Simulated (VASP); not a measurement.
ZnS:

```
Zn S
1.0
     0.00000    2.68033    2.68033
     2.68033    0.00000    2.68033
     2.68033    2.68033    0.00000
Zn S
1 1
Direct
  0.25000 0.25000 0.25000
  0.00000 0.00000 0.00000
```

Program: VASP 6.6.1. Alike in all runs: task band structure; potentials or basis VASP PAW PBE potentials, release 64 (Zn, S); no spin polarisation; cell as given; k mesh 6 × 6 × 6; cutoff (eV) 520; smearing gaussian 0.03 eV.

Order these runs on this cell by their band gap on the k mesh, lowest first.
A. level PBEsol
B. level HSE06; screening parameter 0.2 1/A
C. level PBE0; exchange at q = 0 truncated

A (2.08 eV), B (3.46 eV), C (4.12 eV).
